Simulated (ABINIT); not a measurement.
# Bi (R-3m) in ABINIT: notebook

The runs below take Bi through single point, with PBEsol.

Everything below comes from runs of ABINIT 10.8.3 (patched build). Logs are shortened: lines on timing, memory, paths and dates and some standing lists are left out, and cuts for length are marked. The log counts tension as positive stress, the text compression.

### Step 1. The cell of the first run

Symmetry: R-3m, No. 166, trigonal system. The conventional cell has a = 4.535 Å, b = 4.535 Å, c = 11.814 Å, α = 90.00°, β = 90.00°, γ = 120.00°. Bi (site symmetry 3m) is surrounded by 6 Bi at 3.06 to 3.52 Å.

### Step 2. Single point, PBEsol, 35.07 Å³/atom (uniaxial strain of 0 %)

run.abi

```
pp_dirpath "./"
pseudos "Bi.GGA_PBE-JTH.xml"

acell 3*1.0
rprim
     4.2849539876     2.4739193382     7.4417414788
    -4.2849539876     2.4739193382     7.4417414788
     0.0000000000    -4.9478386764     7.4417414788
ntypat 1
znucl 83
natom 2
typat 1 1
xred
     0.7660000000     0.7660000000     0.7660000000
     0.2340000000     0.2340000000     0.2340000000

ecut 22.0
pawecutdg 44.0
pawxcdev 0

kptopt 1
ngkpt 7 7 7
nshiftk 1
shiftk 0.0 0.0 0.0

ixc -116133

nband 19
occopt 3
tsmear 0.05 eV

nstep 100
tolvrs 1.0e-9

iomode 3
prtwf 0
prtden 0
prteig 0
prtebands 0
enunit 1
```

Potentials or basis: JTH PAW PBE v2.0.

Command:

```console
$ abinit run.abi > log 2>&1
```

run.abo:

```text
.Version 10.8.3 of ABINIT
 Symmetries : space group R-3 m (#166); Bravais hR (rhombohedral)
================================================================================
 Values of the parameters that define the memory need of the present run
     intxc =       0    ionmov =       0      iscf =      17    lmnmax =      18
     lnmax =       6     mgfft =      40  mpssoang =       3    mqgrid =    3001
     natom =       2  nloc_mem =       2    nspden =       1   nspinor =       1
    nsppol =       1      nsym =      12    n1xccc =       1    ntypat =       1
    occopt =       3   xclevel =       2
       mpw =        2353          nfft =       64000          nkpt =          44
 PAW method is used; the additional fine FFT grid is defined by:
   mgfftf=        54    nfftf =    157464
================================================================================
================================================================================

--------------------------------------------------------------------------------
------------- Echo of variables that govern the present computation ------------
--------------------------------------------------------------------------------
 -outvars: echo values of preprocessed input variables --------
            acell      1.0000000000E+00  1.0000000000E+00  1.0000000000E+00 Bohr
              amu      2.08980370E+02
             ecut      2.20000000E+01 Hartree
           enunit           1
              ixc     -116133
         kptrlatt        7    0    0      0    7    0      0    0    7
          kptrlen      5.99893558E+01
            natom           2
            nband          19
            ngfft          40      40      40
          ngfftdg          54      54      54
             nkpt          44
            nstep         100
             nsym          12
           ntypat           1
           occopt           3
        pawecutdg      4.40000000E+01 Hartree
         pawxcdev           0
           prtden           0
        prtebands           0
           prteig           0
            prtwf           0
            rprim      4.2849539876E+00  2.4739193382E+00  7.4417414788E+00
                      -4.2849539876E+00  2.4739193382E+00  7.4417414788E+00
                       0.0000000000E+00 -4.9478386764E+00  7.4417414788E+00
          spgroup         166
           tolvrs      1.00000000E-09
           tsmear      1.83746611E-03 Hartree
            typat      1  1
           useylm           1
           xangst     -6.9118748466E-17  3.1638029746E-17  9.0495239939E+00
                      -2.1876098812E-18 -4.8624024627E-17  2.7644759981E+00
            xcart     -1.3061550477E-16  5.9787211384E-17  1.7101121918E+01
                      -4.1339835458E-18 -9.1886089684E-17  5.2241025181E+00
             xred      7.6600000000E-01  7.6600000000E-01  7.6600000000E-01
                       2.3400000000E-01  2.3400000000E-01  2.3400000000E-01
            znucl       83.00000

================================================================================

 chkinp: Checking input parameters for consistency.

[... 112 lines left out ...]
    1       0.019870384996      0.019870384996      0.019870384996
    2      -0.019870384996     -0.019870384996     -0.019870384996

 cartesian coordinates (angstrom) at end:
    1     -0.00000000000000     0.00000000000000     9.04952399388954
    2     -0.00000000000000    -0.00000000000000     2.76447599813336

 cartesian forces (hartree/bohr) at end:
    1      0.00000000000000     0.00000000000000    -0.00267012567589
    2     -0.00000000000000    -0.00000000000000     0.00267012567589
 frms,max,avg= 1.5415978E-03 2.6701257E-03   0.000E+00  0.000E+00  0.000E+00 h/b

 cartesian forces (eV/Angstrom) at end:
    1      0.00000000000000     0.00000000000000    -0.13730338276917
    2     -0.00000000000000    -0.00000000000000     0.13730338276917
 frms,max,avg= 7.9272145E-02 1.3730338E-01   0.000E+00  0.000E+00  0.000E+00 e/A
 length scales=  1.000000000000  1.000000000000  1.000000000000 bohr
              =  0.529177210544  0.529177210544  0.529177210544 angstroms
 Fermi (or HOMO) energy (eV) =   6.06359   Average Vxc (eV)=  -8.99802
 Eigenvalues (   eV  ) for nkpt=  44  k points:
 kpt#   1, nband= 19, wtk=  0.00292, kpt=  0.0000  0.0000  0.0000 (reduced coord)
 -16.67489  -16.67489  -16.52373  -16.52373  -16.50783  -16.33619  -16.32307  -16.32307
 -16.19497  -16.19497   -6.95657   -1.29755    4.70006    4.95960    4.95960    8.67548
   9.14899    9.14899   11.82579
 prteigrs : prtvol=0 or 1, do not print more k-points.

--- !EnergyTerms
iteration_state     : {dtset: 1, }
comment             : Components of total free energy in Hartree
kinetic             :  9.45777345256860E+00
hartree             :  3.98971384450359E+01
xc                  : -5.04366764066785E+00
Ewald energy        : -1.02660380873143E+02
psp_core            :  3.54484737347478E+00
local_psp           : -1.29153365146110E+02
PAW spherical_terms :  3.95726635014643E+01
internal            : -1.44384990887378E+02
'-kT*entropy'       : -5.48588047493956E-05
total_energy        : -1.44385045746182E+02
total_energy_eV     : -3.92891724794301E+03
...

--- !EnergyTermsDC
iteration_state     : {dtset: 1, }
comment             : '"Double-counting" decomposition of free energy'
band_energy         : -1.18565589182391E+01
Ewald energy        : -1.02660380873143E+02
psp_core            :  3.54484737347478E+00
xc_dc               : -3.92455137164541E+01
PAW spherical_terms :  5.83260792793990E+00
internal            : -1.44384998206422E+02
'-kT*entropy'       : -5.48588047493956E-05
total_energy_dc     : -1.44385053065227E+02
total_energy_dc_eV  : -3.92891744710435E+03
...

--- !EnergyTermsWithPAWCore
iteration_state     : {dtset: 1, }
comment             : 'Components of total free energy, including PAW core contributions'
Total energy        : -4.30505908021651E+04
Total energy DC     : -4.30505908094841E+04
Total energy (eV)   : -1.17146625443539E+06
Total energy DC (eV): -1.17146625463455E+06
...

 Cartesian components of stress tensor (hartree/bohr^3)
  sigma(1 1)=  9.37984156E-06  sigma(3 2)=  0.00000000E+00
  sigma(2 2)=  9.37984159E-06  sigma(3 1)=  0.00000000E+00
  sigma(3 3)=  1.58889830E-05  sigma(2 1)=  0.00000000E+00

-Cartesian components of stress tensor (GPa)         [Pressure= -3.3980E-01 GPa]
- sigma(1 1)=  2.75964466E-01  sigma(3 2)=  0.00000000E+00
- sigma(2 2)=  2.75964467E-01  sigma(3 1)=  0.00000000E+00
- sigma(3 3)=  4.67470020E-01  sigma(2 1)=  0.00000000E+00

== END DATASET(S) ==============================================================
================================================================================

 -outvars: echo values of variables after computation  --------
            acell      1.0000000000E+00  1.0000000000E+00  1.0000000000E+00 Bohr
           etotal     -1.4438505307E+02
            fcart      3.2065593404E-19  2.6071097128E-19 -2.6701256759E-03
                      -3.2065593404E-19 -2.6071097128E-19  2.6701256759E-03
            rprim      4.2849539876E+00  2.4739193382E+00  7.4417414788E+00
                      -4.2849539876E+00  2.4739193382E+00  7.4417414788E+00
                       0.0000000000E+00 -4.9478386764E+00  7.4417414788E+00
           strten      9.3798415571E-06  9.3798415936E-06  1.5888983021E-05
                       0.0000000000E+00  0.0000000000E+00  0.0000000000E+00
           xangst     -6.9118748466E-17  3.1638029746E-17  9.0495239939E+00
                      -2.1876098812E-18 -4.8624024627E-17  2.7644759981E+00
             xred      7.6600000000E-01  7.6600000000E-01  7.6600000000E-01
                       2.3400000000E-01  2.3400000000E-01  2.3400000000E-01
 Calculation completed.
```

Wall time 1.7 min (1 thread of Intel Xeon Platinum 8259CL at 2.50GHz (Skylake/Cascade Lake), shared host); peak memory 0.19 GiB.

What came out:

- Free energy: -3928.9174 eV
- Pressure: -0.3 GPa
- Largest force: 0.137 eV/Å
- Band gap on the k mesh: 0.26 eV, indirect (least direct gap 0.51 eV)
- Valence electrons inside the program's atomic spheres: Bi 12.17 (radii [1.2765] Å)

Caveat: the PAW data sets were made with another functional, which shifts forces and pressure a little; spin-orbit coupling is left out, which as a rule narrows the gap of such compounds by several tenths of an eV; an odd mesh through Γ misses points on the zone boundary, where band edges often lie.

### Step 3. Single point, PBEsol, 34.37 Å³/atom (uniaxial strain of -2 %)

Changes to run.abi since step 2:

```diff
@@ -5,5 +5,5 @@
 rprim
-     4.2849539876     2.4739193382     7.4417414788
-    -4.2849539876     2.4739193382     7.4417414788
-     0.0000000000    -4.9478386764     7.4417414788
+     4.2849539876     2.4739193382     7.2929066492
+    -4.2849539876     2.4739193382     7.2929066492
+     0.0000000000    -4.9478386764     7.2929066492
 ntypat 1
@@ -15,2 +15,5 @@
      0.2340000000     0.2340000000     0.2340000000
+chkprim 0
+chksymtnons 0
+tolsym 1.0e-6
```

Potentials or basis: JTH PAW PBE v2.0.

Command:

```console
$ abinit run.abi > log 2>&1
```

Wall time 1.7 min (1 thread of Intel Xeon Platinum 8259CL at 2.50GHz (Skylake/Cascade Lake), shared host); peak memory 0.19 GiB.

Results (log left out):

| Item | Value |
| --- | --- |
| Free energy | -3928.9163 eV |
| Pressure | 0.6 GPa |
| Largest force | 0.254 eV/Å |
| Band gap on the k mesh | 0.29 eV, indirect (least direct gap 0.55 eV) |
| Valence electrons inside the program's atomic spheres | Bi 12.18 (radii [1.2765] Å) |

Caveat: the PAW data sets were made with another functional, which shifts forces and pressure a little; spin-orbit coupling is left out, which as a rule narrows the gap of such compounds by several tenths of an eV; an odd mesh through Γ misses points on the zone boundary, where band edges often lie.
